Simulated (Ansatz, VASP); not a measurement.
# One calculation of Sb, two programs

```
Sb
1.0
     3.30162    0.00000    0.00000
    -1.65081    2.85929    0.00000
     0.00000    0.00000    5.33000
Sb
2
Direct
  0.33333 0.66667 0.25000
  0.66667 0.33333 0.75000
```

Change from the starting cell: equal xx and yy strain of -2 %, crystal datasets.

Alike in both runs: task electric field gradients; functional LDA; k mesh 12 × 12 × 7; occupations fermi-dirac, width 0.03 eV; no spin polarisation.

|  | VASP | Ansatz |
| --- | --- | --- |
| version | VASP 6.6.1 | Ansatz 0.2.0 |
| potentials or method | VASP PAW LDA potentials, release 64 (Sb), cutoff 520 eV | all-electron PAW with datasets made for the crystal, scalar-relativistic |

|  | VASP | Ansatz | Ansatz less VASP |
| --- | --- | --- | --- |
| pressure (GPa) | 1.6 | 1.5 | -0.12 |
| largest component of the traceless stress (GPa) | 0.68 | 0.70 | +0.023 |
| Vzz of the field gradient on the site that differs most (V/Å²) | 21.3 | 23.6 | +2.27 |

Ansatz ran all-electron here, so the differences hold the error of VASP's frozen core and of both bases. Ansatz warned: «gradients_without_spin_orbit».

Spin-orbit coupling is left out, which matters for the levels of Sb.
